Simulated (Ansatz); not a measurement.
## Mercury, alpha-Hg (rhombohedral): convergence with Fermi-Dirac smearing

Computed with Ansatz, r²SCAN, scalar-relativistic PAW, on the relaxed cell (a = 3.756 Å, c = 6.464 Å (c/a = 1.721); spin not included). Errors count from a run at 500 eV on a Γ-centred 18×18×18 mesh with Fermi-Dirac smearing of 0.1 eV, extrapolated to zero width. Fixed here: cutoff 500 eV, mesh 11×11×11. The SCF starts from atomic densities corrected by a trained network.

| width (eV) | E(σ→0) error (meV/atom) | F error (meV/atom) | P (GPa) | SCF iterations |
| --- | --- | --- | --- | --- |
| 0.01 | -1.6 | -1.6 | 0.12 | 6 |
| 0.03 | -1.6 | -1.9 | 0.11 | 6 |
| 0.1 | -1.4 | -5.8 | 0.03 | 6 |
| 0.2 | -1.0 | -19.5 | 0.01 | 6 |
| 0.3 | -0.3 | -43.0 | 0.01 | 6 |
| 1.0 | 51.3 | -524.2 | 0.70 | 6 |

What does the run at 0.6 give (width)?

E(σ→0) error (meV/atom): 7.5; F error (meV/atom): -176.9; P (GPa): 0.04; SCF iterations: 6.
